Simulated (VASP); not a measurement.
# AgCl (P4mm) in VASP: a series of runs

Runs on AgCl. Level: LDA. Tasks: single point.

All numbers are computed with VASP 6.6.1; they aren't measurements. Logs are shortened: lines on timing, memory, paths and dates and some standing lists are left out, and cuts for length are marked.

### 1 The cell of the first run

Symmetry: P4mm, No. 99, tetragonal system. Conventional cell: a = 3.434 Å, b = 3.434 Å, c = 3.434 Å, α = 90.00°, β = 90.00°, γ = 90.00°. Ag (site symmetry 4mm) is surrounded by 8 Cl at 2.81 to 3.16 Å. Around Cl (site symmetry 4mm) lie 8 Ag at 2.81 to 3.16 Å.

Measurements of this composition are mostly on another form, of space group No. 225.

### 2 Single point, LDA (atom 2 (Cl) moved by (-0.300, +0.000) A along x and z)

INCAR reads:

```
ALGO = Fast
EDIFF = 1E-7
ENCUT = 520
GGA = CA
ISIF = 2
ISMEAR = 0
LASPH = True
LCHARG = True
LELF = True
LREAL = False
LVHAR = True
LWAVE = False
NBANDS = 16
NELM = 80
PREC = Accurate
SIGMA = 0.03
```

KPOINTS reads:

```
k-points
0
Gamma
  10 10 10
```

POSCAR reads:

```
AgCl
1.0
    3.4339730000      0.0000000000      0.0000000000
    0.0000000000      3.4339730000      0.0000000000
    0.0000000000      0.0000000000      3.4339730000
Ag Cl
1 1
Direct
    0.0000000000      0.0000000000      0.0000000000
    0.4126376358      0.5000000000      0.5000000000
```

Potentials or basis: VASP PAW LDA potentials, release 64 (Ag, Cl).

The run is started by

```console
$ cat potpaw_LDA.64/Ag/POTCAR potpaw_LDA.64/Cl/POTCAR > POTCAR
$ mpirun -np 1 vasp_std > vasp.out
```

OUTCAR:

```text
EDIFF = 1E-7
   ENCUT = 520
   GGA = CA
   ISIF = 2
   ISMEAR = 0
   LASPH = True
   LREAL = False
   NELM = 80
   PREC = Accurate

 ion  position               nearest neighbor table
   1  0.000  0.000  0.000-   2 2.81   2 2.81   2 2.81   2 2.81
   2  0.413  0.500  0.500-   1 2.81   1 2.81   1 2.81   1 2.81

  LATTYP: Found a simple cubic cell.
 ALAT       =     3.4339730000

  Lattice vectors:

 A1 = (   3.4339730000,   0.0000000000,   0.0000000000)
 A2 = (   0.0000000000,   3.4339730000,   0.0000000000)
 A3 = (   0.0000000000,   0.0000000000,   3.4339730000)

Analysis of symmetry for initial positions (statically):
=====================================================================
 Subroutine PRICEL returns:
 Original cell was already a primitive cell.

 Routine SETGRP: Setting up the symmetry group for a
 simple cubic supercell.

 Subroutine GETGRP returns: Found  8 space group operations
 (whereof  8 operations were pure point group operations)
 out of a pool of 48 trial point group operations.

The static configuration has the point symmetry C_4v.

Analysis of symmetry for dynamics (positions and initial velocities):
=====================================================================
 Subroutine PRICEL returns:
 Original cell was already a primitive cell.

 Routine SETGRP: Setting up the symmetry group for a
 simple cubic supercell.

 Subroutine GETGRP returns: Found  8 space group operations
 (whereof  8 operations were pure point group operations)
 out of a pool of 48 trial point group operations.

The dynamic configuration has the point symmetry C_4v.

 Subroutine INISYM returns: Found  8 space group operations
 (whereof  8 operations are pure point group operations),
 and found     1 'primitive' translations

----------------------------------------------------------------------------------------

                                     Primitive cell

  volume of cell :      40.4940

  direct lattice vectors                    reciprocal lattice vectors
     3.433973000  0.000000000  0.000000000     0.291207881  0.000000000  0.000000000
     0.000000000  3.433973000  0.000000000     0.000000000  0.291207881  0.000000000
     0.000000000  0.000000000  3.433973000     0.000000000  0.000000000  0.291207881

  length of vectors
     3.433973000  3.433973000  3.433973000     0.291207881  0.291207881  0.291207881

  position of ions in fractional coordinates (direct lattice)
     0.000000000  0.000000000  0.000000000
     0.412637636  0.500000000  0.500000000

  ion indices of the primitive-cell ions
   primitive index   ion index
                 1           1
                 2           2

----------------------------------------------------------------------------------------

 KPOINTS: k-points

Automatic generation of k-mesh.
 Grid dimensions read from file:
 generate k-points for:   10   10   10

 Generating k-lattice:

  Cartesian coordinates                     Fractional coordinates (reciprocal lattice)
     0.029120788  0.000000000  0.000000000     0.100000000  0.000000000  0.000000000
     0.000000000  0.029120788  0.000000000     0.000000000  0.100000000  0.000000000
     0.000000000  0.000000000  0.029120788     0.000000000  0.000000000  0.100000000

  Length of vectors
     0.029120788  0.029120788  0.029120788

  Shift w.r.t. Gamma in fractional coordinates (k-lattice)
     0.000000000  0.000000000  0.000000000

 Subroutine IBZKPT returns following result:
 ===========================================

 Found    126 irreducible k-points:

 Following reciprocal coordinates:
            Coordinates               Weight
  0.000000  0.000000  0.000000      1.000000
  0.100000  0.000000  0.000000      2.000000
  0.000000  0.100000  0.000000      4.000000
  0.200000  0.000000  0.000000      2.000000
  0.000000  0.200000  0.000000      4.000000
  0.300000  0.000000  0.000000      2.000000
[... 16 lines left out ...]
  0.500000  0.100000  0.000000      4.000000
  0.000000  0.500000  0.100000      4.000000
 [... further k-points ...]
   k-points           NKPTS =    126   k-points in BZ     NKDIM =    126   number of bands    NBANDS=     16
   number of dos      NEDOS =    301   number of ions     NIONS =      2
   total plane-waves  NPLWV =  21952
   dimension x,y,z NGX =    28 NGY =   28 NGZ =   28
   dimension x,y,z NGXF=    56 NGYF=   56 NGZF=   56
   ions per type =               1   1
   NGX,Y,Z   is equivalent  to a cutoff of  13.56, 13.56, 13.56 a.u.
   NGXF,Y,Z  is equivalent  to a cutoff of  27.11, 27.11, 27.11 a.u.
 SYSTEM =  unknown system
   PREC   = accura    normal or accurate (medium, high low for compatibility)
   ISTART =      0    job   : 0-new  1-cont  2-samecut
   ICHARG =      2    charge: 1-file 2-atom 10-const
   ISPIN  =      1    spin polarized calculation?
   LNONCOLLINEAR =      F non collinear calculations
   LSORBIT =      F    spin-orbit coupling
   LASPH  =      T    aspherical Exc in radial PAW
   ENCUT  =  520.0 eV  38.22 Ry    6.18 a.u.   6.38  6.38  6.38*2*pi/ulx,y,z
   NELM   =     80;   NELMIN=  2; NELMDL= -5     # of ELM steps
   EDIFF  = 0.1E-06   stopping-criterion for ELM
   LREAL  =      F    real-space projection
   EDIFFG = 0.1E-05   stopping-criterion for IOM
   NSW    =      0    number of steps for IOM
   IBRION =     -1    ionic relax: 0-MD 1-quasi-New 2-CG
   NFREE  =      0    steps in history (QN), initial steepest desc. (CG)
   ISIF   =      2    stress and relaxation
   ISYM   =      2    0-nonsym 1-usesym 2-fastsym
   POTIM  = 0.5000    time-step for ionic-motion
   TEBEG  =    0.0;   TEEND  =   0.0 temperature during run
   PSTRESS=    0.0 pullay stress
   NELECT =      18.0000    total number of electrons
   NUPDOWN=      -1.0000    fix difference up-down
   EMIN   =  10.00;   EMAX   =-10.00  energy-range for DOS
   EFERMI =   0.00;   METHOD = LEGACY
   ISMEAR =     0;   SIGMA  =   0.03  broadening in eV -4-tet -1-fermi 0-gaus
   EFERMI_NEDOS =   21; number of points for ismear=-14 and -15
   IALGO  =     68    algorithm
   IMIX   =      4    mixing-type and parameters
     AMIX     =   0.40;   BMIX     =  1.00
     AMIX_MAG =   1.60;   BMIX_MAG =  1.00
  volume/ion in A,a.u.               =      20.25       136.63
  Fermi-wavevector in a.u.,A,eV,Ry     =   1.249402  2.361027 21.238760  1.561005
  Thomas-Fermi vector in A             =   2.383444
   LORBIT       =      0    0 simple, 1 ext, 2 COOP (PROOUT), +10 PAW based schemes
   GGA     = CA    functional components
   LHFCALC =     F    Hartree Fock is set to
   AEXX    =    0.0000 exact exchange contribution
   IVDW    =     0    specifies the selected vdW correction
   LEPSILON=     F    determine dielectric tensor
   LRPA    =     F    only Hartree local field effects (RPA)
 non-spin polarized calculation
 RMM-DIIS sequential band-by-band and
 Gauss-broadening in eV      SIGMA  =   0.03
  energy-cutoff  :      520.00
  volume of cell :       40.49
 maximum number of plane-waves:      1108
 NGX is ok and might be reduce to    28
   NGX = 13   NGY = 13   NGZ = 13

 number of electron      18.0000001 magnetization

 Free energy of the ion-electron system (eV)
  ---------------------------------------------------
  ext. energy  EPLUGINS =         0.00000000
  ---------------------------------------------------
  free energy    TOTEN  =        -6.41421059 eV

  energy without entropy =       -6.41421059  energy(sigma->0) =       -6.41421059

 E-fermi :   3.9502     XC(G=0): -10.8086

 val. band max:        3.7823727874   @ k =   0.0000   0.5000   0.0000
 cond. band min:       4.0698752390   @ k =   0.0000   0.0000   0.0000
 fundamental gap:      0.2875024516
 Fermi energy:         3.9501744484

 k-point     1 :       0.0000    0.0000    0.0000
  band No.  band energies     occupation
      1     -10.8664      2.00000
      2       0.6247      2.00000
      3       0.8463      2.00000
      4       1.5206      2.00000
      5       1.5206      2.00000
      6       1.8056      2.00000
[... 8 lines left out ...]
     15      17.8433      0.00000
     16      19.7456      0.00000

 k-point     2 :       0.1000    0.0000    0.0000
  band No.  band energies     occupation
      1     -10.8256      2.00000
      2       0.5174      2.00000
      3       0.8601      2.00000
      4       1.3812      2.00000
      5       1.3812      2.00000
      6       1.8104      2.00000
[... 8 lines left out ...]
     15      17.4739      0.00000
     16      20.0102      0.00000

 k-point     3 :       0.0000    0.1000    0.0000
  band No.  band energies     occupation
      1     -10.8244      2.00000
      2       0.6048      2.00000
      3       0.7515      2.00000
      4       1.3613      2.00000
      5       1.4302      2.00000
      6       1.8031      2.00000
[... 8 lines left out ...]
     15      17.2391      0.00000
     16      19.6678      0.00000

 k-point     4 :       0.2000    0.0000    0.0000
  band No.  band energies     occupation
      1     -10.7152      2.00000
      2       0.0238      2.00000
      3       0.8965      2.00000
      4       1.1307      2.00000
      5       1.1307      2.00000
      6       1.8219      2.00000
[... 8 lines left out ...]
     15      17.2564      0.00000
     16      19.9115      0.00000
[... 324 lines left out ...]
 k-point    22 :       0.1000    0.0000    0.4000
  band No.  band energies     occupation
      1     -10.4033      2.00000
      2      -1.2146      2.00000
      3       0.7141      2.00000
      4       0.8138      2.00000
      5       1.0770      2.00000
      6       1.8160      2.00000
[... 8 lines left out ...]
     15      19.3484      0.00000
     16      19.8587      0.00000

 k-point    23 :       0.5000    0.1000    0.0000
  band No.  band energies     occupation
      1     -10.3677      2.00000
      2      -1.3216      2.00000
      3       0.6470      2.00000
      4       0.7601      2.00000
      5       1.0476      2.00000
      6       1.8119      2.00000
[... 8 lines left out ...]
     15      19.2633      0.00000
     16      19.5549      0.00000

 k-point    24 :       0.0000    0.5000    0.1000
  band No.  band energies     occupation
      1     -10.3538      2.00000
      2      -1.4071      2.00000
      3       0.5555      2.00000
      4       0.9297      2.00000
      5       1.0284      2.00000
      6       1.8182      2.00000
[... 8 lines left out ...]
     15      19.3051      0.00000
     16      19.3406      0.00000

 [... further k-points ...]

------------------------ aborting loop because EDIFF is reached ----------------------------------------

  FORCE on cell =-STRESS in cart. coord.  units (eV):
  Direction    XX          YY          ZZ          XY          YZ          ZX
  --------------------------------------------------------------------------------------
  -------------------------------------------------------------------------------------
  Total       -1.6828130     -1.5996705     -1.5996705      0.0000000      0.0000000      0.0000000
  in kB      -66.5818427    -63.2922426    -63.2922426      0.0000000      0.0000000      0.0000000
  external PRESSURE =     -64.3887759 kB  Pullay stress =       0.0000000 kB

 VOLUME and BASIS-vectors are now :
 -----------------------------------------------------------------------------
  energy-cutoff  :      520.00
  volume of cell :       40.49
      direct lattice vectors                 reciprocal lattice vectors
     3.433973000  0.000000000  0.000000000     0.291207881  0.000000000  0.000000000
     0.000000000  3.433973000  0.000000000     0.000000000  0.291207881  0.000000000
     0.000000000  0.000000000  3.433973000     0.000000000  0.000000000  0.291207881

 POSITION                                       TOTAL-FORCE (eV/Angst)
 -----------------------------------------------------------------------------------
      0.00000      0.00000      0.00000         0.089213      0.000000      0.000000
      1.41699      1.71699      1.71699        -0.089213     -0.000000     -0.000000
 -----------------------------------------------------------------------------------
    total drift:                                0.000209     -0.000000     -0.000000

  FREE ENERGIE OF THE ION-ELECTRON SYSTEM (eV)
  ---------------------------------------------------
  free  energy   TOTEN  =        -6.4142105874 eV

  energy  without entropy=       -6.4142105874  energy(sigma->0) =       -6.41421059
```

Run time: 42 s. Hardware: 1 thread of AMD EPYC 9R45 (Zen 5), shared host; peak memory 0.17 GiB.

Results:

* Free energy: -6.4142 eV
* Pressure: -6.4 GPa
* Largest force: 0.089 eV/Å
* Band gap on the k mesh: 0.29 eV, indirect (least direct gap 1.60 eV)

Forces in eV/Å, atoms in the order of the input:
```
Ag   0.089  0.000  0.000
Cl  -0.089  0.000  0.000
```

A k mesh can miss the band edges.

[end of part 1 of 3]
